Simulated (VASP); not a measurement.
## Re: relaxation of cell and atoms with PBE

Crystal: Re.

```xyz
4
Lattice="3.9037 0.0000 0.0000 0.0000 5.9028 0.0000 0.0000 0.0000 3.1733" Properties=species:S:1:pos:R:3 pbc="T T T"
Re    0.8420    4.4271    1.0578
Re    1.1099    1.4757    2.6444
Re    2.7939    4.4271    0.5289
Re    3.0617    1.4757    2.1155
```

The cell was built by a generator and needn't be a form met in nature.

The cell isn't the ideal one: random cell with space group Pnma (No. 62).

```json
{"Program": "VASP 6.6.1", "Task": "relaxation of cell and atoms", "Functional": "PBE", "Potentials or basis": "VASP PAW PBE potentials, release 64 (Re)", "Cutoff": "600 eV", "k mesh": "4 × 4 × 6", "Occupations": "gaussian, width 0.1 eV", "Spin": "no spin polarisation", "Dipole correction": "no", "Further INCAR settings": "ALGO = Normal; EDIFF = 1e-07; IBRION = 2; EDIFFG = -0.04; NSW = 90; ISIF = 3"}
```

* Relaxed volume: 14.95 Å³/atom
* Relaxed cell: a = 4.792 Å, b = 4.483 Å, c = 2.784 Å, α = 90.00°, β = 90.00°, γ = 90.00°
* Space group after relaxing (to 0.05 Å): P6_3/mmc (No. 194)
* Energy gained by relaxing: 3726.1 meV/atom
* Ionic steps: 27
* Pressure after relaxing: -0.1 GPa
* Largest force after relaxing: 0.010 eV/Å
* Band gap on the k mesh: none (metal or under the smearing width)

Forces in eV/Å, atoms in the order of the input:
```
Re  -0.002  0.000 -0.010
Re   0.002  0.000 -0.010
Re  -0.002  0.000  0.010
Re   0.002  0.000  0.010
```

Stress tensor (GPa, compression positive):
```
-0.34  0.00  0.00
 0.00  0.30  0.00
 0.00  0.00 -0.40
```

Step by step:
| step | energy change (eV) | largest force (eV/Å) | pressure (GPa) | volume (Å³) |
| --- | --- | --- | --- | --- |
| 1 | 0.0000 | 9.3219 | 41.68 | 73.12 |
| 2 | -2.4117 | 0.0802 | -40.42 | 108.57 |
| 3 | -2.5200 | 0.1243 | -42.86 | 106.16 |
| 4 | -2.8419 | 0.1828 | -46.01 | 103.47 |
| 5 | -6.4180 | 0.6033 | -50.18 | 90.59 |
| 6 | -7.5238 | 1.6481 | -28.89 | 82.44 |
| 7 | -7.6193 | 1.4104 | -35.94 | 84.25 |
| 8 | -7.6160 | 1.4152 | -33.65 | 83.61 |
| 9 | -8.1181 | 4.0248 | 131.90 | 49.73 |
| 10 | -12.5117 | 2.4911 | 3.22 | 62.41 |
| 11 | -12.5519 | 2.5390 | 8.28 | 61.41 |
| 12 | -12.5562 | 2.5753 | 11.88 | 60.76 |
| 13 | -13.0804 | 2.2132 | 11.59 | 60.45 |
| 14 | -13.1642 | 2.1728 | 9.19 | 60.61 |
| 15 | -13.8151 | 0.9235 | -26.65 | 66.41 |
| 16 | -13.8577 | 1.1429 | -20.91 | 65.22 |
| 17 | -14.5347 | 0.7743 | -14.59 | 62.84 |
| 18 | -14.8181 | 0.3678 | -3.94 | 60.53 |
| 19 | -14.8184 | 0.3678 | -3.33 | 60.43 |
| 20 | -14.8683 | 0.3100 | 1.55 | 59.58 |
| 21 | -14.8732 | 0.2998 | 3.46 | 59.27 |
| 22 | -14.8892 | 0.2498 | -0.46 | 59.88 |
| 23 | -14.8892 | 0.2505 | -0.40 | 59.87 |
| 24 | -14.8940 | 0.2089 | -0.33 | 59.85 |
| 25 | -14.9025 | 0.0806 | -0.05 | 59.79 |
| 26 | -14.9033 | 0.0258 | 0.09 | 59.77 |
| 27 | -14.9043 | 0.0104 | -0.15 | 59.81 |

Final structure:
```
CELL_PARAMETERS angstrom
4.79157 0.00000 0.00000
0.00000 4.48333 0.00000
0.00000 0.00000 2.78404
ATOMIC_POSITIONS crystal
Re 0.16939 0.75000 0.50042
Re 0.33061 0.25000 0.00042
Re 0.66939 0.75000 0.99958
Re 0.83061 0.25000 0.49958
```

Levels at points of the mesh, in eV from the Fermi level:
```csv
k point,band 10,band 11,band 12,band 13,band 14,band 15,band 16,band 17,band 18
"(0.00, 0.00, 0.00)",-1.41,-1.18,-0.72,-0.64,-0.50,0.12,0.32,0.61,3.25
"(0.50, 0.00, 0.00)",-1.65,-1.09,-1.09,-0.49,-0.49,0.59,0.59,0.60,0.60
"(0.00, 0.50, 0.00)",-1.68,-1.58,-1.58,0.37,0.37,0.89,0.89,2.46,2.57
"(0.50, 0.50, 0.00)",-1.72,-1.72,-1.72,-0.19,-0.19,-0.19,-0.19,2.40,2.40
"(0.00, 0.00, 0.50)",-2.29,-1.29,-1.29,-0.73,-0.73,1.69,1.69,3.56,3.57
"(0.50, 0.00, 0.50)",-1.74,-1.39,-1.39,-0.60,-0.60,3.88,3.88,4.27,4.27
"(0.00, 0.50, 0.50)",-2.15,-2.14,-2.14,-0.18,-0.18,-0.17,-0.17,3.92,3.92
"(0.50, 0.50, 0.50)",0.44,0.44,0.44,0.95,0.95,0.95,0.95,4.19,4.19
```

Run time: 18 min on 1 thread of Intel(R) Xeon(R) Platinum 8488C (Sapphire Rapids) (shared host), peak memory 0.23 GiB.

Caveat: the k mesh is coarse (spacing up to 0.40 Å⁻¹), so the values aren't converged; the volume moved by over 15 % at a fixed basis, so the end points are rough. Spin-orbit coupling is left out, which matters for the levels of Re.
